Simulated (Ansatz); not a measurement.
In2O3: In vacancy

All numbers are calculated (PBEsol, collinear spin, no spin-orbit coupling; Ansatz, PAW set soft_2, 420 eV, k-mesh 2×2×2 shifted by half a step), not measured.

The relaxed host crystal (Kohn–Sham gap 1.11 eV over the whole zone):

```yaml
crystal:
  lattice:
    - [2.75622, 1.59130, 4.84570]
    - [-2.75622, 1.59130, 4.84570]
    - [0.00000, -3.18261, 4.84570]
  atoms:
    - { symbol: In, position: [0.64255, 0.64255, 0.64255] }
    - { symbol: In, position: [0.85745, 0.85745, 0.85745] }
    - { symbol: In, position: [0.35745, 0.35745, 0.35745] }
    - { symbol: In, position: [0.14255, 0.14255, 0.14255] }
    - { symbol: O, position: [0.04586, 0.75000, 0.45414] }
    - { symbol: O, position: [0.75000, 0.45414, 0.04586] }
    - { symbol: O, position: [0.45414, 0.04586, 0.75000] }
    - { symbol: O, position: [0.95414, 0.25000, 0.54586] }
    - { symbol: O, position: [0.54586, 0.95414, 0.25000] }
    - { symbol: O, position: [0.25000, 0.54586, 0.95414] }
```

Supercell of 40 atoms, rows of the matrix [[-1,1,1],[1,-1,1],[1,1,-1]] times the cell vectors; In vacancy at (0.643, 0.643, 0.643) in fractions of the cell above. Atoms are relaxed at the host's cell, from a start shaken by 0.03 Å near the defect; charged cells sit in a uniform background.

Distances from the empty In site (Å), by shell of the perfect crystal:

| shell | perfect crystal | charge 0 | charge -1 | charge -3 |
| --- | --- | --- | --- | --- |
| 3 O | 2.13 | 2.34 | 2.33 | 2.25 |
| 3 O | 2.26 | 2.40 | 2.40 | 2.46 |
| 1 In | 3.12 | 2.91 | 2.89 | 2.93 |
| 3 In | 3.26 | 3.20 | 3.18 | 3.12 |

```csv
charge,moment of the cell (μB),gap of the cell on the mesh (eV),carriers
0,3.00,0.03,in a band of the host or near its edge
-1,2.00,0.12,in a band of the host or near its edge
-3,0.00,2.29,none in the bands
```

On this mesh the host's own supercell has a gap of 2.53 eV.

At charges 0 and -1 a carrier lies in a band of the host or at its edge (levels aligned by the semicore states), so it isn't shown to be bound to the defect (semilocal functionals spread carriers too far and can miss a bound one), and no level is taken from those states. At charge 0 the unpaired electrons sit on atoms with moments (μB): 3 O of 0.41. At charge -1 the unpaired electrons sit on atoms with moments (μB): 3 O of 0.31.

No formation energy is given, since the neutral cell holds a carrier in a band.

Relaxed cell at charge -3:

```
In2O3 V_In charge -3
1.0
    -5.5124   -3.1826    4.8457
     5.5124   -3.1826    4.8457
     0.0000    6.3652    4.8457
In O
15 24
Direct
  0.1405 0.1389 0.6483
  0.1390 0.6484 0.1403
  0.6485 0.1405 0.1388
  0.8440 0.8439 0.8438
  0.3614 0.3579 0.8567
  0.3579 0.8569 0.3612
  0.8570 0.3614 0.3577
  0.3568 0.3568 0.3566
  0.8470 0.8478 0.3690
  0.8479 0.3691 0.8468
  0.3691 0.8469 0.8477
  0.1393 0.1393 0.1391
  0.6445 0.6414 0.1488
  0.6414 0.1489 0.6443
  0.1489 0.6444 0.6412
  0.6013 0.2506 0.3942
  0.0984 0.7502 0.3947
  0.1002 0.2561 0.8989
  0.6016 0.7584 0.9205
  0.2507 0.3943 0.6011
  0.7584 0.9206 0.6014
  0.7503 0.3948 0.0982
  0.2562 0.8990 0.1000
  0.3944 0.6012 0.2505
  0.8991 0.1001 0.2559
  0.9206 0.6016 0.7583
  0.3949 0.0983 0.7501
  0.3827 0.7550 0.6005
  0.9039 0.2576 0.5995
  0.9006 0.7586 0.0980
  0.3985 0.2461 0.1031
  0.6007 0.3827 0.7549
  0.0982 0.9005 0.7585
  0.1033 0.3985 0.2460
  0.5997 0.9039 0.2575
  0.7551 0.6006 0.3826
  0.2461 0.1032 0.3983
  0.2577 0.5996 0.9038
  0.7586 0.0981 0.9004
```

Caveats: at charge -3: net starting moment lost; semilocal functionals make gaps too small, which shifts levels too; small supercell, so energies and levels can be off by tenths of an eV; one random start near the defect, so other minima are possible.

Removing a neutral In atom leaves three holes in the O 2p states, and the moments of 3.00, 2.00 and 0.00 μB follow their filling as electrons are added. In the two open-shell states the spins are parallel, as exchange favours in nearly degenerate, weakly overlapping O 2p orbitals. The listed oxygen moments account for only part of the total, so the spin density extends beyond those three atoms.

In every charge state both oxygen shells move outward and both indium shells inward: the anions lose a cation that bound them, while the neighbouring cations are drawn towards the effectively negative site. This electrostatic picture doesn't explain every change with charge, since the nearer oxygen shell moves back inward at -3 while the farther one moves out.

The host's much larger gap on the mesh than over the whole zone probably reflects the steep In 5s conduction band, whose minimum the shifted mesh misses. The 2.29 eV at -3 is therefore no estimate of an optical threshold. Parallel spins within one vacancy don't establish magnetic coupling between vacancies.
